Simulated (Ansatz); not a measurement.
The system is Sb.

```xyz
1
Lattice="-1.8713 1.8713 1.8713 1.8713 -1.8713 1.8713 1.8713 1.8713 -1.8713" Properties=species:S:1:pos:R:3 pbc="T T T"
Sb    0.0000    0.0000    0.0000
```

This isn't the form of Sb at room conditions, which is rhombohedral.

- Program: Ansatz 0.2.0
- Task: single point
- Functional: PBEsol
- Potentials or basis: Ansatz PAW
- Cutoff: 420 eV (not typed: the program's choice for these potentials)
- k mesh: 10 × 10 × 10
- Occupations: fermi-dirac, width 0.05 eV
- Spin: no spin polarisation

On this cell: pressure 0.0 GPa; band gap on the k mesh none (metal or under the smearing width).

The same run follows on a disturbed copy (cell strained at random at fixed volume):

```
Sb
1.0
    -1.91168    1.89860    1.91097
     1.86645   -1.92422    1.89137
     1.82583    1.83838   -1.93660
Sb
1
Direct
  0.00668 0.00212 0.01774
```

Task: What does the disturbed cell give?

Result: The energy (extrapolated to zero smearing) moves by +2.3 meV/atom; pressure -0.2 GPa; band gap on the k mesh none (metal or under the smearing width).

Stress tensor (GPa, compression positive):
```
-0.43  0.99  0.66
 0.99 -0.15  0.85
 0.66  0.85  0.04
```

Caveats: the PAW data sets come from PBE, with cores solved anew for the run's functional, which leaves a small shift of forces and pressure.
